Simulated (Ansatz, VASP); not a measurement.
## One calculation of Ti3Al, two programs

```
CELL_PARAMETERS angstrom
0.00000 3.29517 3.29517
3.29517 0.00000 3.29517
3.29517 3.29517 0.00000
ATOMIC_POSITIONS crystal
Ti 0.75000 0.75000 0.75000
Ti 0.25000 0.25000 0.25000
Ti 0.00000 0.00000 0.00000
Al 0.50000 0.50000 0.50000
```

The cell comes from a database or a generator and needn't be the stable form of this composition.

Alike in both runs: task single point; functional PBEsol; k mesh 6 × 6 × 6; occupations fermi-dirac, width 0.05 eV; no spin polarisation.

|  | VASP | Ansatz |
| --- | --- | --- |
| version | VASP 6.6.1 | Ansatz 0.2.0 |
| potentials or method | VASP PAW PBE potentials, release 64 (Ti_sv, Al) | plane waves, PAW |
| plane-wave cutoff (eV) | 520 | 470 |
| valence electrons in the cell | 39 | 39 |

```csv
,VASP,Ansatz,Ansatz less VASP
gap on the k mesh at the Fermi level (eV),none,none,-
pressure (GPa),-10.2,-10.1,+0.04
```

A gap of «none» marks a metal or a gap that the smearing closes. Ansatz warned: «stress_scf_threshold_loose».

Caveats: the PAW data sets were made with another functional, which shifts forces and pressure a little (VASP).
